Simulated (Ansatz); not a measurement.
KF, DFT, PBEsol, all-electron LAPW, scalar-relativistic (Ansatz 0.2.0), run on 1 thread of Intel(R) Xeon(R) Platinum 8375C CPU @ 2.90GHz (Ice Lake) on a shared host.

The cell is COD entry 9008652, as deposited and not checked against the literature; nothing was relaxed. The listed cell was then made from it by scaling, straining or moving an atom.

Command: `ansatz run input.yaml --threads 1 --pin off --max-ram 3072MiB --backend cpu --events-out ev --progress --plain --runs-dir out`

```yaml
crystal:
  lattice:
    - [0.0, 2.6555565063, 2.6555565063]
    - [2.6555565063, 0.0, 2.6555565063]
    - [2.6555565063, 2.6555565063, 0.0]
  atoms:
    - { symbol: K, position: [0.0, 0.0, 0.0] }
    - { symbol: F, position: [0.5, 0.5, 0.5] }
kpoints:
  mp_grid: { grid: [9, 9, 9] }
  band_path:
    path:
      - [0.0, 0.0, 0.0]
      - [0.5, 0.0, 0.5]
      - [0.625, 0.25, 0.625]
      - [0.375, 0.375, 0.75]
      - [0.0, 0.0, 0.0]
      - [0.5, 0.5, 0.5]
      - [0.5, 0.25, 0.75]
      - [0.5, 0.0, 0.5]
    npoints: 5
scf:
  occupations: { method: fermi_dirac, width: 0.01 }
hamiltonian:
  xc: pbesol
  pseudopotentials: { kind: all_electron, lapw: { basis_error: 0.001 } }
output:
  forces: true
  stress: true
  eigenvalues: true
```

(1) How large is the problem that the program sets up?

(2) About how long does it take, and how much memory does it use?

Results:

(1) 35 irreducible k-points, 259 plane waves at Γ, 16 bands.

(2) 5.8 s of wall time for 8 SCF iterations, with a peak of 0.28 GiB. Times on shared machines scatter by tens of per cent.
